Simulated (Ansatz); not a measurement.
# Nb2Sn2O7 (Fd-3m): the gap up the ladder of methods

Wanted: a ladder of band gaps for Nb2Sn2O7 (Fd-3m), from density functionals to G0W0.

Program: Ansatz 0.2.0. Level of theory: density functionals, hybrids and G0W0, plane waves, PAW. Results are calculated unless marked as measured.

**The experiments to reproduce.**

- Gap 2.6 eV: optical absorption-edge onset (lowest of the four compounds), not Tauc gap; UV-vis transmission and reflection; 300 K; film (relaxed epitaxial (111) film by pulsed laser deposition; approximate value) on Y-stabilized ZrO2 (111) (“Trends in Bandgap of Epitaxial textitA2textitB2O7 (textitA = Sn, Pb; textitB = Nb, Ta) Films Fabricated by Pulsed Laser Deposition”, 2022, arxiv:2207.00434).

Report form: the programs' logs are mostly left out.

In doubt: masses and optical values from hybrid runs of this build are listed as unsure (steps 8, 9), which bears on the screening that GW takes from such a start.

## (1) Starting point

It takes space group Fd-3m (No. 227, cubic). The conventional cell has a = 10.761 Å, b = 10.761 Å, c = 10.761 Å, α = 90.00°, β = 90.00°, γ = 90.00°. Nearest to Nb lie 6 O at 2.02 Å. Nearest to Sn lie 2 O at 2.33 Å. Nearest to O lie 2 Nb at 2.02 Å. O has 4 Sn at 2.33 Å nearest. Farther neighbours and most contacts between anions are not listed.

The cell and positions are those that the Materials Project relaxed with its own functionals (PBE, PBE+U or r2SCAN), kept fixed. At the settings of the band run the largest force is still 0.46 eV/Å. The default PAW set here is soft_2. Its files were made with PBE.

## (2) LDA on the 4×4×4 mesh

Levels along a band path and on the mesh show where this functional puts the band edges.

This step: DFT, LDA, plane waves, PAW.

Input file input.yaml:

```yaml
crystal:
  lattice:
    - [0.0, 5.380295, 5.380295]
    - [5.380295, 0.0, 5.380295]
    - [5.380295, 5.380295, 0.0]
  atoms:
    - { symbol: Nb, position: [0.125, 0.125, 0.125] }
    - { symbol: Nb, position: [0.625, 0.125, 0.125] }
    - { symbol: Nb, position: [0.125, 0.125, 0.625] }
    - { symbol: Nb, position: [0.125, 0.625, 0.125] }
    - { symbol: Sn, position: [0.625, 0.625, 0.125] }
    - { symbol: Sn, position: [0.625, 0.625, 0.625] }
    - { symbol: Sn, position: [0.125, 0.625, 0.625] }
    - { symbol: Sn, position: [0.625, 0.125, 0.625] }
    - { symbol: O, position: [0.061003, 0.438997, 0.061003] }
    - { symbol: O, position: [0.061003, 0.061003, 0.438997] }
    - { symbol: O, position: [0.811003, 0.188997, 0.811003] }
    - { symbol: O, position: [0.061003, 0.438997, 0.438997] }
    - { symbol: O, position: [0.188997, 0.811003, 0.188997] }
    - { symbol: O, position: [0.438997, 0.061003, 0.061003] }
    - { symbol: O, position: [0.188997, 0.188997, 0.811003] }
    - { symbol: O, position: [0.188997, 0.811003, 0.811003] }
    - { symbol: O, position: [0.75, 0.75, 0.75] }
    - { symbol: O, position: [0.811003, 0.188997, 0.188997] }
    - { symbol: O, position: [0.438997, 0.438997, 0.061003] }
    - { symbol: O, position: [0.811003, 0.811003, 0.188997] }
    - { symbol: O, position: [0.5, 0.5, 0.5] }
    - { symbol: O, position: [0.438997, 0.061003, 0.438997] }
kpoints:
  mp_grid: { grid: [4, 4, 4] }
  band_path:
    path:
      - [[0.0, 0.0, 0.0], [0.5, 0.0, 0.5], [0.625, 0.25, 0.625]]
      - [[0.375, 0.375, 0.75], [0.0, 0.0, 0.0], [0.5, 0.5, 0.5], [0.5, 0.25, 0.75], [0.5, 0.0, 0.5]]
    npoints: 10
hamiltonian:
  xc: lda
scf:
  occupations: { method: fermi_dirac, width: 0.02 }
  n_extra_bands: 11
output:
  eigenvalues: true
  forces: true
  stress: true
```

On the command line:

```
$ ansatz run input.yaml --threads 24 --pin off --max-ram 82944MiB --backend cuda --events-out ev --progress --plain --runs-dir out --devices 1 --max-vram 78GiB
```

It took 1.7 s on 1 × NVIDIA GB200 (shared by 2 runs) with 24 threads of Arm Neoverse V2, shared host; peak memory 1.2 GiB; 4.7 s of CPU time.

Numbers from this step:

* pressure: -12.47 GPa
* filled bands: 96
* gap: 0.9394 eV
* valence top at: L
* conduction bottom at: Γ
* least direct gap: 1.147 eV

Over mesh and path the gap is 0.939 eV, from k = (0.500, 0.500, 0.500) to k = Γ. The least direct gap found is 1.147 eV, at k = Γ. The pressure in this cell is -12 GPa; the cell is kept.

## (3) LDA+SOC on the 4×4×4 mesh

This run has two-component orbitals with spin-orbit coupling.

This step: DFT, LDA with spin-orbit coupling, plane waves, PAW.

input.yaml: that of step 2 with these lines changed.

```diff
@@ -32,5 +32,9 @@
     path:
-      - [[0.0, 0.0, 0.0], [0.5, 0.0, 0.5], [0.625, 0.25, 0.625]]
-      - [[0.375, 0.375, 0.75], [0.0, 0.0, 0.0], [0.5, 0.5, 0.5], [0.5, 0.25, 0.75], [0.5, 0.0, 0.5]]
-    npoints: 10
+      - [0.0, 0.0, 0.0]
+      - [0.5, 0.0, 0.5]
+      - [0.625, 0.25, 0.625]
+      - [0.375, 0.375, 0.75]
+      - [0.5, 0.5, 0.5]
+      - [0.5, 0.25, 0.75]
+    npoints: 1
 hamiltonian:
@@ -39,3 +43,6 @@
   occupations: { method: fermi_dirac, width: 0.02 }
-  n_extra_bands: 11
+  n_extra_bands: 22
+magnetization:
+  noncollinear: true
+  spin_orbit: true
 output:
```

It took 2.5 s on 1 × NVIDIA GB200 (shared by 2 runs) with 24 threads; peak memory 1.8 GiB; 10 s of CPU time.

Numbers from this step:

- pressure: -12.48 GPa
- gap: 0.9356 eV
- valence top at: L
- conduction bottom at: Γ
- least direct gap: 1.098 eV

Over mesh and listed points the gap is 0.936 eV, from k = (0.500, 0.500, 0.500) to k = Γ. The least direct gap found is 1.098 eV, at k = (0.500, 0.500, 0.500). The pressure in this cell is -12 GPa; the cell is kept. LDA+SOC against LDA: 0.936 − 0.939 = −0.003 eV, with the same mesh, set of files (read in its fully relativistic form for the spin-orbit run) and cutoff, and both edges at the same k points. The spin-orbit run sees mesh and listed points alone, so its gap is an upper bound: the coupling can move an edge off these points, and the change over the zone, its sign included where it is small, is not known.

## (4) r2SCAN on the 4×4×4 mesh

r2SCAN is a meta-GGA: it depends on the kinetic-energy density as well as on the density and its gradient.

This step: DFT, r2SCAN, plane waves, PAW.

input.yaml: that of step 3 with these lines changed.

```diff
@@ -40,9 +40,6 @@
 hamiltonian:
-  xc: lda
+  xc: r2scan
 scf:
-  occupations: { method: fermi_dirac, width: 0.02 }
-  n_extra_bands: 22
-magnetization:
-  noncollinear: true
-  spin_orbit: true
+  occupations: { method: fixed }
+  n_extra_bands: 11
 output:
```

Wall time 1.9 s (1 × NVIDIA GB200 (shared by 2 runs) with 24 threads); peak memory 1.5 GiB.

This step gave:

```
pressure             : -7.142 GPa
gap                  : 0.9940 eV
valence top at       : L
conduction bottom at : Γ
least direct gap     : 1.214 eV
```

Over mesh and listed points the gap is 0.994 eV, from k = (0.500, 0.500, 0.500) to k = Γ. The least direct gap found is 1.214 eV, at k = Γ. The pressure in this cell is -7 GPa; the cell is kept. r2SCAN against LDA: 0.994 − 0.939 = +0.055 eV. The runs also differ in plane-wave cutoff (420 eV and 500 eV), so how much of this comes from the functional alone is not known.

## (5) HSE06 on the 2×2×2 mesh

HSE06 mixes in a quarter of exact exchange at short range.

This step: DFT, HSE06, plane waves, PAW.

input.yaml: that of step 4 with these lines changed.

```diff
@@ -29,3 +29,3 @@
 kpoints:
-  mp_grid: { grid: [4, 4, 4] }
+  mp_grid: { grid: [2, 2, 2] }
   band_path:
@@ -40,3 +40,3 @@
 hamiltonian:
-  xc: r2scan
+  xc: hse06
 scf:
@@ -46,3 +46 @@
   eigenvalues: true
-  forces: true
-  stress: true
```

The job ended after 7.8 s (1 × NVIDIA GB200 (shared by 2 runs) with 24 threads; peak memory 1.7 GiB; 75 s of CPU time).

Numbers from this step:

| Item | Value |
| --- | --- |
| gap | 1.481 eV |
| valence top at | L |
| conduction bottom at | Γ |
| least direct gap | 1.726 eV |
| exact-exchange fraction | 0.25 |

Over mesh and listed points the gap is 1.481 eV, from k = (0.500, 0.500, 0.500) to k = Γ. The least direct gap found is 1.726 eV, at k = (0.500, 0.500, 0.500). HSE06 against LDA: 1.481 − 0.939 = +0.542 eV. The runs also differ in mesh (4×4×4 and 2×2×2), so how much of this comes from the functional alone is not known.

## (6) PBE0 on the 2×2×2 mesh

PBE0 mixes in a quarter of exact exchange at all distances.

This step: DFT, PBE0, plane waves, PAW.

input.yaml: that of step 5 with these lines changed.

```diff
@@ -40,3 +40,3 @@
 hamiltonian:
-  xc: hse06
+  xc: pbe0
 scf:
```

The job ended after 9.9 s (1 × NVIDIA GB200 (shared by 2 runs) with 24 threads; peak memory 1.6 GiB; 77 s of CPU time).

This step gave:

- gap: 2.188 eV
- valence top at: L
- conduction bottom at: Γ
- least direct gap: 2.435 eV
- exact-exchange fraction: 0.25

Over mesh and listed points the gap is 2.188 eV, from k = (0.500, 0.500, 0.500) to k = Γ. The least direct gap found is 2.435 eV, at k = (0.500, 0.500, 0.500). PBE0 against HSE06: 2.188 − 1.481 = +0.707 eV, with the same mesh, files and cutoff, and both edges at the same k points.

## (7) G0W0@LDA, 2×2×2 mesh, 929 empty bands, screening to 120 eV

G0W0 replaces the xc potential by a self-energy built once from the orbitals of the start. Levels are corrected in the window of bands that the input names, at points of the mesh.

This step: G0W0 on LDA, plane waves, PAW.

input.yaml: that of step 6 with these lines changed.

```diff
@@ -30,17 +30,11 @@
   mp_grid: { grid: [2, 2, 2] }
-  band_path:
-    path:
-      - [0.0, 0.0, 0.0]
-      - [0.5, 0.0, 0.5]
-      - [0.625, 0.25, 0.625]
-      - [0.375, 0.375, 0.75]
-      - [0.5, 0.5, 0.5]
-      - [0.5, 0.25, 0.75]
-    npoints: 1
 hamiltonian:
-  xc: pbe0
+  xc: lda
 scf:
   occupations: { method: fixed }
-  n_extra_bands: 11
-output:
-  eigenvalues: true
+gw:
+  n_empty_bands: 929
+  ecut_chi: 120.0
+  qp_bands: [v4, c4]
+  qp_kpoints: band_edges
+  screening: { model: contour_deformation }
```

Elapsed: 5.4 s, on 1 × NVIDIA GB200 (shared by 2 runs) with 24 threads; peak memory 2.1 GiB.

This step gave:

- bands summed: 1025
- RPA ε∞ on this mesh (eigenvalues): 14.42, 14.42, 14.42
- plane waves in the screening matrix: 941
- G0W0 gap over the corrected points: 1.607 eV
- k of the valence top: 0, 0, -0.5
- k of the conduction bottom: 0, 0, 0
- starting gap on the mesh: 0.8796 eV
- Z at the valence top: 0.7059
- Z at the conduction bottom: 0.7074
- least direct G0W0 gap over the corrected points: 1.766 eV

Over all 3 irreducible mesh points the G0W0 gap is 1.607 eV, from k = (0.000, 0.000, -0.500) to k = Γ. The LDA gap of this run on the mesh is 0.880 eV. The two states that bound the G0W0 gap lie that far apart at the start, so the correction of the gap is 1.607 − 0.880 = +0.727 eV.

## (8) G0W0@HSE06, 2×2×2 mesh, 432 empty bands, screening to 72 eV

This step: G0W0 on HSE06, plane waves, PAW.

input.yaml: that of step 7 with these lines changed.

```diff
@@ -31,3 +31,3 @@
 hamiltonian:
-  xc: lda
+  xc: hse06
 scf:
@@ -35,4 +35,4 @@
 gw:
-  n_empty_bands: 929
-  ecut_chi: 120.0
+  n_empty_bands: 432
+  ecut_chi: 72
   qp_bands: [v4, c4]
```

The job ended after 16 s (1 × NVIDIA GB200 (shared by 2 runs) with 24 threads; peak memory 2.1 GiB; 97 s of CPU time).

This step gave:

* bands summed: 528
* RPA ε∞ on this mesh (eigenvalues): 8.092, 8.092, 8.092
* plane waves in the screening matrix: 411
* G0W0 gap over the corrected points: 1.711 eV
* k of the valence top: 0, 0, -0.5
* k of the conduction bottom: 0, 0, 0
* starting gap on the mesh: 1.481 eV
* Z at the valence top: 0.7574
* Z at the conduction bottom: 0.7546
* least direct G0W0 gap over the corrected points: 1.917 eV

Over all 3 irreducible mesh points the G0W0 gap is 1.711 eV, from k = (0.000, 0.000, -0.500) to k = Γ. The HSE06 gap of this run on the mesh is 1.481 eV. The two states that bound the G0W0 gap lie that far apart at the start, so the correction of the gap is 1.711 − 1.481 = +0.230 eV. G0W0@HSE06 against G0W0@LDA with 528 bands (a further run, in the table below): 1.711 − 1.538 = +0.173 eV, with the same mesh, files and cutoffs, and both edges at the same k points. The program doubts an edge level of G0W0@LDA with 528 bands (2×2×2, soft_2 PAW).

## (9) G0W0@PBE0, 2×2×2 mesh, 432 empty bands, screening to 72 eV

This step: G0W0 on PBE0, plane waves, PAW.

input.yaml: that of step 8 with these lines changed.

```diff
@@ -31,3 +31,3 @@
 hamiltonian:
-  xc: hse06
+  xc: pbe0
 scf:
```

The job ended after 17 s (1 × NVIDIA GB200 (shared by 2 runs) with 24 threads; peak memory 2 GiB; 97 s of CPU time).

Numbers from this step:

```
bands summed                                    : 528
RPA ε∞ on this mesh (eigenvalues)               : 6.696, 6.696, 6.696
plane waves in the screening matrix             : 411
G0W0 gap over the corrected points              : 1.942 eV
k of the valence top                            : 0, 0, -0.5
k of the conduction bottom                      : 0, 0, 0
starting gap on the mesh                        : 2.188 eV
Z at the valence top                            : 0.7805
Z at the conduction bottom                      : 0.7791
least direct G0W0 gap over the corrected points : 2.149 eV
```

Over all 3 irreducible mesh points the G0W0 gap is 1.942 eV, from k = (0.000, 0.000, -0.500) to k = Γ. The PBE0 gap of this run on the mesh is 2.188 eV. The two states that bound the G0W0 gap lie that far apart at the start, so the correction of the gap is 1.942 − 2.188 = −0.246 eV. G0W0@PBE0 against G0W0@HSE06 with 528 bands: 1.942 − 1.711 = +0.231 eV, with the same mesh, files and cutoffs, and both edges at the same k points. The program's warnings for this run: coarse exchange mesh.

## (10) Gap and time by level

Each gap is the least one over the points named; times are wall times on shared hosts, not benchmarks. A G0W0 time includes the run's own self-consistent start. Runs with listed points see these and the mesh alone, so an edge that moves elsewhere is missed. Rows marked * are further runs, not shown as steps, whose inputs differ from the G0W0 step on the same start in the columns given; solver thresholds can differ too. Rows marked ? have an edge level that the program doubts. Symmetry makes (0.500, 0.500, 0.500) and (0.000, 0.000, -0.500) one point.

| level | mesh | files, cutoff | bands summed, screening | points | gap (eV) | valence top | conduction bottom | least direct gap (eV) | time |
| --- | --- | --- | --- | --- | --- | --- | --- | --- | --- |
| LDA | 4×4×4 | soft_2 PAW, 420 eV | - | mesh and path | 0.939 | (0.500, 0.500, 0.500) | Γ | 1.147 | 1.7 s |
| LDA+SOC | 4×4×4 | soft_2 PAW, 420 eV | - | mesh and listed points | 0.936 | (0.500, 0.500, 0.500) | Γ | 1.098 | 2.5 s |
| r2SCAN | 4×4×4 | soft_2 PAW, 500 eV | - | mesh and listed points | 0.994 | (0.500, 0.500, 0.500) | Γ | 1.214 | 1.9 s |
| HSE06 | 2×2×2 | soft_2 PAW, 420 eV | - | mesh and listed points | 1.481 | (0.500, 0.500, 0.500) | Γ | 1.726 | 7.8 s |
| PBE0 | 2×2×2 | soft_2 PAW, 420 eV | - | mesh and listed points | 2.188 | (0.500, 0.500, 0.500) | Γ | 2.435 | 9.9 s |
| G0W0@LDA* | 2×2×2 | soft_2 PAW, 420 eV | 248, 36 eV | all 3 irreducible mesh points | 1.891 | (0.000, 0.000, -0.500) | Γ | 2.000 | 1.9 s |
| G0W0@LDA*? | 2×2×2 | soft_2 PAW, 420 eV | 528, 72 eV | all 3 irreducible mesh points | 1.538 | (0.000, 0.000, -0.500) | Γ | 1.722 | 2.8 s |
| G0W0@LDA | 2×2×2 | soft_2 PAW, 420 eV | 1025, 120 eV | all 3 irreducible mesh points | 1.607 | (0.000, 0.000, -0.500) | Γ | 1.766 | 5.4 s |
| G0W0@HSE06 | 2×2×2 | soft_2 PAW, 420 eV | 528, 72 eV | all 3 irreducible mesh points | 1.711 | (0.000, 0.000, -0.500) | Γ | 1.917 | 16 s |
| G0W0@PBE0 | 2×2×2 | soft_2 PAW, 420 eV | 528, 72 eV | all 3 irreducible mesh points | 1.942 | (0.000, 0.000, -0.500) | Γ | 2.149 | 17 s |

Computed less measured, in eV, for the reports listed at the start; nothing is added to the computed values:

| row | computed (eV) | 2.6 eV (2022) |
| --- | --- | --- |
| LDA, gap | 0.939 | −1.661 |
| LDA+SOC, gap | 0.936 | −1.664 |
| r2SCAN, gap | 0.994 | −1.606 |
| HSE06, gap | 1.481 | −1.119 |
| PBE0, gap | 2.188 | −0.412 |
| G0W0@LDA (1025 bands, 2×2×2), gap | 1.607 | −0.993 |
| G0W0@HSE06, gap | 1.711 | −0.889 |
| G0W0@PBE0, gap | 1.942 | −0.658 |
| G0W0@LDA (1025 bands, 2×2×2), least direct gap | 1.766 | −0.834 |
| G0W0@HSE06, least direct gap | 1.917 | −0.683 |
| G0W0@PBE0, least direct gap | 2.149 | −0.451 |

## (11) Results

| Quantity | Value |
| --- | --- |
| LDA, over mesh and path | 0.939 eV |
| LDA+SOC, over mesh and listed points | 0.936 eV |
| r2SCAN, over mesh and listed points | 0.994 eV |
| HSE06, over mesh and listed points | 1.481 eV |
| PBE0, over mesh and listed points | 2.188 eV |
| G0W0@LDA (1025 bands, 2×2×2), over all 3 irreducible mesh points | 1.607 eV |
| G0W0@HSE06, over all 3 irreducible mesh points | 1.711 eV |
| G0W0@PBE0, over all 3 irreducible mesh points | 1.942 eV |
| known limits | finite bands, screening cutoff and k mesh; no spin-orbit coupling in G0W0; screening cutoff under 40 eV in some runs |

In words: The rows run from 0.936 eV (LDA+SOC) to 2.188 eV (PBE0). They differ in mesh, plane-wave cutoff, bands and screening cutoff of G0W0 and the points over which the gap was sought as well as in level, so only pairs that share these are like for like. LDA+SOC against LDA: 0.936 − 0.939 = −0.003 eV, with the same mesh, set of files (read in its fully relativistic form for the spin-orbit run) and cutoff, and both edges at the same k points. The spin-orbit run sees mesh and listed points alone, so its gap is an upper bound: the coupling can move an edge off these points, and the change over the zone, its sign included where it is small, is not known. PBE0 against HSE06: 2.188 − 1.481 = +0.707 eV, with the same mesh, files and cutoff, and both edges at the same k points. G0W0@HSE06 against G0W0@LDA with 528 bands: 1.711 − 1.538 = +0.173 eV, with the same mesh, files and cutoffs, and both edges at the same k points. The program doubts an edge level of G0W0@LDA with 528 bands (2×2×2, soft_2 PAW). G0W0@PBE0 against G0W0@HSE06 with 528 bands: 1.942 − 1.711 = +0.231 eV, with the same mesh, files and cutoffs, and both edges at the same k points. G0W0@LDA (1025 bands, 2×2×2) moves the gap of its own start on the mesh by 1.607 − 0.880 = +0.727 eV, between the same two levels. Both edges that LDA shows over mesh and path lie at k points where levels were corrected. Levels at other points were not corrected, so a lower G0W0 gap elsewhere in the zone is not ruled out. G0W0@HSE06 moves the gap of its own start on the mesh by 1.711 − 1.481 = +0.230 eV, between the same two levels. Both edges that HSE06 shows over mesh and listed points lie at k points where levels were corrected. Levels at other points were not corrected, so a lower G0W0 gap elsewhere in the zone is not ruled out. G0W0@PBE0 moves the gap of its own start on the mesh by 1.942 − 2.188 = −0.246 eV, between the same two levels. Both edges that PBE0 shows over mesh and listed points lie at k points where levels were corrected. Levels at other points were not corrected, so a lower G0W0 gap elsewhere in the zone is not ruled out. What spin-orbit coupling does to the G0W0 levels was not computed, so no sum with the G0W0 gap is formed. Against experiment, G0W0@LDA (1025 bands, 2×2×2) at 1.607 eV lies −0.993 eV from 2.6 eV (2022). The differences hold parts that these runs do not separate: finite bands, cutoffs and mesh, points of the zone that were not corrected, the start of G0W0, spin-orbit coupling missing from it, static nuclei, no electron-hole attraction, a cell that is not a measured one, and what each experiment reads as the gap. How much each gives is not known from the steps shown. For G0W0@LDA: from 248 bands and 36 eV to 1025 bands and 120 eV the gap moves by 1.607 − 1.891 = −0.284 eV (rung by rung 1.891, 1.538, 1.607 eV); bands and screening cutoff rise together, so their parts are not told apart. An edge row is in doubt in the run with 528 bands, so no limit is drawn and it is not known. The other G0W0 rows are shown at one basis each (528 bands), so their distance from the limit is not known here. For G0W0@PBE0: the program's warnings for this run: coarse exchange mesh. The G0W0 runs are scalar-relativistic. No pair of G0W0 runs that differ in the mesh alone is shown (2×2×2 is a supercell whose nearest images lie 15 Å apart), so the error from the mesh is not known here. G0W0@LDA runs of this series with other atomic data on the same mesh, not shown as steps, give 1.528 eV (hard PAW, 930 eV, 544 bands, screening to 72 eV; the table's row with the same empty bands and screening cutoff has 1.538 eV); where bands and cutoffs differ too, the part of the files is not isolated. The program doubts an edge level of G0W0@LDA with 544 bands (2×2×2, hard PAW). A screening cutoff under 40 eV is crude: G0W0@LDA with 248 bands at 36 eV.

[Paths, hosts, dates, memory and timing lines, banners, echoed tables and standing remarks are left out of the program output.]

[Logs are printed without paths, hosts, clocks, repeated set-up lines and the standing remarks that a program may print on its own settings, such as how far it seeks lower states.]

[Runs of the session that timed out or met a known fault of the program may be left out.]

[Cells called generated may have been cut or substituted from an entry of the Crystallography Open Database or the Materials Project.]

[Hosts, paths, dates, database ids (printed as entryN), source tags and the programs' standing remarks are cut or masked in the printed files.]

[Where an RPA ε∞ is given, it is that of the G0W0 mesh and is not shown converged in it. Names of k-points follow the symmetry that the program found, which can be lower than the space group named. Band edges on a path are those of the sampled points; other points can move an edge, and change direct to indirect where valleys lie close.]

[Hybrid gaps are those of their k-mesh and are not shown converged in it.]
